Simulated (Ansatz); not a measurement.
# GaSb (F-43m) in Ansatz: a series of runs

The runs below take GaSb through phonons, single point, equation of state, with LDA, PBE+D4.

Program: Ansatz 0.2.0. These are calculated values, not measurements. Logs are shortened: lines on timing, memory, paths and dates and some standing lists are left out, and cuts for length are marked.

**Measured values to compare with.**

A printed reference work, data compilation reports, for a bulk crystal of GaSb at 4.2 K: band gap 0.811 eV (direct).

The results are compared with them further down.

**1. The structure**

It takes space group F-43m (No. 216, cubic). Conventional cell: a = 6.118 Å, b = 6.118 Å, c = 6.118 Å, α = 90.00°, β = 90.00°, γ = 90.00°. Sb (site symmetry -43m) has 4 Ga at 2.65 Å as nearest neighbours. Ga (site symmetry -43m) is surrounded by 4 Sb at 2.65 Å.

**2. Phonons, LDA**

input.yaml reads:

```yaml
crystal:
  lattice:
    - [0.0, 3.059, 3.059]
    - [3.059, 0.0, 3.059]
    - [3.059, 3.059, 0.0]
  atoms:
    - { symbol: Sb, position: [0.75, 0.75, 0.75] }
    - { symbol: Ga, position: [0.0, 0.0, 0.0] }
hamiltonian:
  xc: lda
  pseudopotentials: { kind: paw }
kpoints:
  mp_grid: { grid: [6, 6, 6] }
scf:
  occupations: { method: fermi_dirac, width: 0.05 }
phonons:
  method: dfpt
  qmesh: [2, 2, 2]
  temperatures: { t_max: 1000, t_step: 100 }
  qpath:
    path:
      - [[0.0, 0.0, 0.0], [0.5, 0.0, 0.5], [0.5, 0.25, 0.75], [0.375, 0.375, 0.75], [0.0, 0.0, 0.0], [0.5, 0.5, 0.5], [0.625, 0.25, 0.625], [0.5, 0.25, 0.75], [0.5, 0.5, 0.5], [0.375, 0.375, 0.75]]
      - [[0.625, 0.25, 0.625], [0.5, 0.0, 0.5]]
    npoints: 8
```

Potentials or basis: Ansatz PAW.

The run is started by

```console
ansatz run input.yaml --threads 2 --pin off --max-ram 5120MiB --backend cpu --events-out ev --progress --plain --runs-dir out
```

The program printed:

```text
Warning: phonons: the dynamical matrix that this run interpolates holds no multipole term above the dipole-dipole one, and a site of this crystal is no centre of inversion, so its interpolated transverse optical and acoustic branches and sound speeds can stay off near Gamma, and the density of states and the thermodynamics with them. What a run solves at a wave vector of phonons.qpoints, Gamma apart, where the deck admits one, is free of this, and under fd what a larger phonons.supercell samples
Warning: RAYON_NUM_THREADS=2 ignored (pool sized by the plan → 2); use --threads N
Engine: ansatz 0.2.0, x86_64-unknown-linux-gnu
Pseudopotentials: kind: paw
Pseudopotential: Sb, paw, valence charge 15, recommended cutoff 420 eV (normal), Sb.paw.azcp
Pseudopotential: Ga, paw, valence charge 13, recommended cutoff 420 eV (normal), Ga.paw.azcp
Functional definition: SPW92
  exchange = slater_x
  correlation = pw_c
Crystal: 2 atoms, lattice volume = 57.249 Å³
Basis set: ecut = 420 eV, 1139 PW (Γ), exchange–correlation on 60×60×60 points (8 copies of the dense FFT grid, shifted against one another)
Bands: 18, of which v1, the nominal top of the filled ones, is band 14 counted from 1 (13 counted from 0)
Symmetry: 24 space group operations
k-points: 16 of 216 (time reversal used)
Non-local potential: Sb, projectors of the file, l = 0: 2, l = 1: 2, l = 2: 2, l = 3: 2
Non-local potential: Ga, projectors of the file, l = 0: 2, l = 1: 2, l = 2: 3, l = 3: 1
PAW form: soft (Blöchl's): semilocal exchange-correlation on the pseudo side does not see the compensation charge
PAW frozen core: Sb, regenerated for the run's functional, and the local potential with it (the file was generated under x = pbe(κ = 0.804, μ = 0.2195149727645171), c = pbe(β = 0.06672455060314922))
PAW frozen core: Ga, regenerated for the run's functional, and the local potential with it (the file was generated under x = pbe(κ = 0.804, μ = 0.2195149727645171), c = pbe(β = 0.06672455060314922))
PAW one-centre angular grid: Sb, 590 points (default); XC on 64 Gauss nodes
PAW one-centre angular grid: Ga, 590 points (default); XC on 64 Gauss nodes
Initial density: superposition of atomic densities (neutral atoms: chi_scale 0, normalization atom), corrected by the library's trained network
Initial wavefunctions: pseudopotential atomic-orbital guess
Functional: x = slater, c = lda
SCF iter   1: F=—  HF=-10043.013621 eV  |F-HF|=—  |Δ(HF+E_count)|=         —  Δρ=5.57e-3  dr2=7.79e-3  ethr=1.77e-3  ⟨swp⟩=6.1  Hψ=1488  notcnv=0
preconditioner: auto → none  [insulator: Δε(μ)=0.266 eV  Ē_g=14.578 eV  σ=0.050 eV  W_gap=0.65  n_scr=14 (ndim 8)  ℏωp=20.8 eV  f_vac=0.091  D(μ)=0.13/eV (n_scr^D=0)  ε∞_Penn≈3.0]
SCF iter   2: F=—  HF=-10043.009832 eV  |F-HF|=—  |Δ(HF+E_count)|=   3.79e-3  Δρ=2.35e-3  dr2=1.10e-3  ethr=2.78e-5  ⟨swp⟩=2.6  Hψ=670  notcnv=0
SCF iter   3: F=—  HF=-10043.009810 eV  |F-HF|=—  |Δ(HF+E_count)|=   2.15e-5  Δρ=5.30e-4  dr2=1.36e-4  ethr=3.94e-6  ⟨swp⟩=2.1  Hψ=389  notcnv=0
SCF iter   4: F=—  HF=-10043.009778 eV  |F-HF|=—  |Δ(HF+E_count)|=   3.18e-5  Δρ=2.04e-4  dr2=1.36e-5  ethr=4.84e-7  ⟨swp⟩=2.0  Hψ=433  notcnv=0
SCF iter   5: F=—  HF=-10043.009769 eV  |F-HF|=—  |Δ(HF+E_count)|=   9.10e-6  Δρ=2.50e-5  dr2=3.24e-7  ethr=4.85e-8  ⟨swp⟩=2.0  Hψ=431  notcnv=0
SCF iter   6: F=—  HF=-10043.009769 eV  |F-HF|=—  |Δ(HF+E_count)|=   2.55e-8  Δρ=5.59e-6  dr2=1.19e-8  ethr=1.16e-9  ⟨swp⟩=2.6  Hψ=478  notcnv=0
SCF iter   7: F=—  HF=-10043.009769 eV  |F-HF|=—  |Δ(HF+E_count)|=   1.06e-9  Δρ=2.17e-6  dr2=1.48e-9  ethr=4.25e-11  ⟨swp⟩=2.0  Hψ=515  notcnv=0
SCF iter   8: F=—  HF=-10043.009769 eV  |F-HF|=—  |Δ(HF+E_count)|=  9.60e-10  Δρ=4.04e-7  dr2=4.93e-11  ethr=5.29e-12  ⟨swp⟩=2.0  Hψ=508  notcnv=0
SCF iter   9: F=-10043.009769 eV  HF=-10043.009769 eV  |F-HF|=3.64e-12  |Δ(HF+E_count)|=  3.27e-11  Δρ=6.02e-8  dr2=9.81e-13  ethr=1.00e-12  ⟨swp⟩=5.9  Hψ=1286  notcnv=0
SCF 1 converged in 9 iterations: F = -10043.009769 eV  dr2 = 9.81e-13
Initial density: read from a saved state, or passed on in memory by an earlier SCF of this step, an earlier step, the calling program or the single point that the run made first
[... 18 lines left out ...]
SCF 3 converged in 4 iterations: F = -10043.008863 eV  dr2 = 4.72e-11
NSCF: frozen V_eff on 18 k-points
phonons: the run's symmetry doesn't show that the Born effective charges vanish, and it interpolates frequencies without the dipole-dipole term. In a polar insulator or semiconductor they then lack LO-TO splitting, and the branches near Gamma, sound speeds, density of states, thermodynamics and thermal conductivity can be off. Where the input admits it, phonons.dielectric: true or phonons.non_analytic_term supplies the term (a sheet's or wire's own needs phonons.isolated: true). The run goes on without its unit cell's response to a homogeneous field, whose tensors the term is made of, since a DFPT response about bands that are each full or empty needs each spin channel's highest filled band to stand apart from its lowest empty one at every k-point that it solves. Channel 0 fills its lowest 14 bands, and at k = (0, 0, 0) (k in fractional coordinates) the highest filled band, 7.393848 eV, and the lowest empty band, 7.393848 eV, cannot be told apart: 3.553e-15 eV apart, within the solve's uncertainty, 1.000e-5 eV. If they are one level, only part of it is filled, and the response would follow whichever part the eigensolver returned. If the two levels are distinct, lower that uncertainty (tighten scf.convergence.dr2_threshold (if unset, the value in force may already be tighter than the key's default, set by another part of the input; each SCF's setup event in the run's event stream (--events-out) reports it as dr2_threshold_ev); where that does not lower it, raise scf.n_extra_bands). Where the level is cut at k + q alone, scf.occupations.method: fixed can fill it evenly if scf.n_extra_bands reaches past it. Otherwise scf.occupations.method: fermi_dirac with the default scf.occupations.width fills such a level evenly, which leaves it partly filled; phonons of such a state are solved with smeared occupations, and only at a wavevector that carries the k mesh onto itself, and their frequencies are to be checked against a denser k mesh; the response to a homogeneous field is undefined for such a state. See scf.occupations.method, Limitations, in the input reference. phonons.dielectric: true is no way round that: under method: fd it ends the run on it; phonons.dielectric: false leaves the calculation out
NSCF: frozen V_eff on 16 k-points
NSCF: frozen V_eff on 30 k-points
DFPT response loops at q = (0, 0, 0) (fractional): preconditioner auto → Kerker (q_TF=auto, 2.422 Å⁻¹) (partly filled bands, converged f_vac=0.082); β = 1.00, the filter's whole step (`scf.mixing.beta` (0.50) is not read by the response loops under this deck's `scf.mixing.preconditioner`; to damp them name `kerker` or `kerker_dos`, under which they read `scf.mixing.beta`, and type it under 1.00, their step now; both keys bind the ground state too); Broyden in place of MSR1
NSCF: frozen V_eff on 136 k-points
DFPT response loops at q = (0, 0, -0.5) (fractional): mixed as the last ones told, above
NSCF: frozen V_eff on 92 k-points
DFPT response loops at q = (0, -0.5, -0.5) (fractional): mixed as the last ones told, above
SCF converged after 9 iterations
Free energy (F): -10043.009769 eV
Harris-Foulkes:  -10043.009769 eV  (|F-HF|=3.64e-12)
Internal energy: -10043.008746 eV  (E = F + TS)
E sigma→0 (E₀):  -10043.009258 eV
Entropy (-TS):   -0.001023 eV (-0.511 meV/atom)
Fermi energy:    7.427317 eV
--- Per-component energies (eV) ---
  E_band       = -270.263106
  E_kinetic    = 324.839117
  E_local      = -3923.577765  (includes V_loc(G=0)·N_el)
  E_nonlocal   = 793.177477
  E_hartree    = 1800.659723
  E_xc         = -206.540534
  E_vxc        = -155.763585  (∫ρ·V_xc dr)
  E_paw        = -6339.934823  (= ΣΔE_a)
  E_vpaw       = -910.257629  (= ΣTr[D̂ρ^β])
  E_aug_tail   = -0.000107  (compensation charges beyond the density's cutoff)
  E_ewald      = -2493.919138
  E_core_change = 2.287303  (= ΣΔE_core)
  E_smearing   = -0.001023  (= −TS)
  E_closure    = 0.000000  (closes the sum)
  Σ components = -10043.009769   (vs F -10043.009769, Δ=0.00e0)
--- Band table (eV; the first three rows and the last of 16) ---
  k-point 0: bands = ["-21.2790", "-21.2790", "-21.2790", "-21.2581", "-21.2581", "-7.7170", "-7.7170", "-7.7170", "-7.6681", "-7.6681", "-4.1444", "7.2135", "7.3938", "7.3938", "7.3938", "10.1625", "10.1625", "10.1625"]
  k-point 1: bands = ["-21.2788", "-21.2783", "-21.2783", "-21.2580", "-21.2580", "-7.7243", "-7.7139", "-7.7139", "-7.6685", "-7.6685", "-3.8636", "4.6198", "6.9927", "6.9927", "8.2877", "10.7021", "10.7021", "11.2610"]
  k-point 2: bands = ["-21.2785", "-21.2769", "-21.2769", "-21.2575", "-21.2575", "-7.7385", "-7.7083", "-7.7083", "-7.6687", "-7.6687", "-3.1162", "2.1693", "6.4514", "6.4514", "7.8642", "11.1518", "11.1518", "13.7098"]
  k-point 15: bands = ["-21.2799", "-21.2751", "-21.2730", "-21.2590", "-21.2558", "-7.7586", "-7.6968", "-7.6936", "-7.6760", "-7.6676", "-1.6856", "0.6451", "4.2062", "4.3799", "9.8949", "10.1546", "13.4197", "13.4510"]
--- Phonons (Γ-DFPT): 2 representative perturbations + reference (Σ response iterations 6) ---
  ASR residual: 9.985e-6 → 0.000e0 eV/Å²; symmetrization residual: 1.876e-5 eV/Å²
  ASR residual per site (eV/Å²): 9.99e-6 9.45e-6
  Γ frequencies (cm⁻¹): 0.00 0.00 0.00 207.18 207.18 207.18
--- Phonons (arbitrary-q DFPT): 3 irreducible q on the 2×2×2 mesh ---
  q = [0.0000, 0.0000, 0.0000] (star 1, of the zone-centre solve; hermiticity 5.36e-6, symmetrization 5.22e-13): -0.00 0.00 0.00 207.18 207.18 207.18
  q = [0.0000, 0.0000, -0.5000] (star 4, 2 solved perturbations on 68 of 216 k-point pairs; hermiticity 6.35e-6, symmetrization 2.33e-12): 44.07 44.07 147.88 190.68 207.20 207.20
  q = [0.0000, -0.5000, -0.5000] (star 3, 4 solved perturbations in 152 linear systems a pass and spin channel, the states on 46 of 216 k-point pairs; hermiticity 5.20e-6, symmetrization 1.22e-12): 57.13 57.13 152.62 197.10 197.10 200.24
  sum rule: each row above includes the acoustic sum rule's correction from the zone centre's row sums; it moved no ω² by more than (0.19 cm⁻¹)²
  mesh force constants: q→R imaginary residual 4.63e-17; ASR residual 9.985e-6 → 0.000e0 eV/Å²; symmetrization residual 3.553e-15 eV/Å²
  interpolated dispersion: 82 rows × 6 modes
  density of states and harmonic sums: on the 18×18×18 q-mesh, interpolated from the force constants of a 2×2×2 supercell (no non-analytic term)
  largest difference from the sums on the solved wave vectors: F 7.60e-2 eV, S 1.08e-4 and C_V 3.23e-5 eV/K
  zero-point energy: 0.052285 eV/cell   skipped modes (ω ≤ 0): 3   left out of the sums: 8.57e-5 of the cell's modes: C_V's classical limit lies that fraction below 3 k_B per atom; for a crystal, a wire or a layer, F and S can be off by more, and a phonons.interpolated_qmesh denser along its periods is the remedy for the sampling
```

Wall time 27 s (2 threads of Intel Xeon Platinum 8488C (Sapphire Rapids), shared host); peak memory 0.58 GiB.

Results:

```
Free energy              : -10043.0098 eV
Band gap on the k mesh   : none (metal or under the smearing width)
Highest phonon frequency : 207 cm⁻¹
```

Levels at points of the mesh, in eV from the Fermi level:
```tsv
k point	band 12	band 13	band 14	band 15	band 16	band 17
(0.00, 0.00, 0.00)	-0.21	-0.03	-0.03	-0.03	2.74	2.74
(0.00, 0.00, -0.50)	-6.44	-1.18	-1.18	0.24	3.71	3.71
(0.00, -0.50, -0.50)	-6.88	-2.60	-2.60	0.80	1.13	8.59
```

Phonon frequencies in cm⁻¹ (negative: imaginary):
```csv
q point,frequencies
"(0.000, 0.000, 0.000)",0 0 0 207 207 207
"(0.000, 0.000, -0.500)",44 44 148 191 207 207
"(0.000, -0.500, -0.500)",57 57 153 197 197 200
```

Caveat: the q mesh is small, so phonon branches between its points and thermal values are rough; the PAW data sets come from PBE, with cores solved anew for the run's functional, which leaves a small shift of forces and pressure; this crystal is a semiconductor, whose small gap the functional closes, so the metal is an error of the method. Spin-orbit coupling is left out, which matters for the levels of Sb.

[end of part 1 of 2]
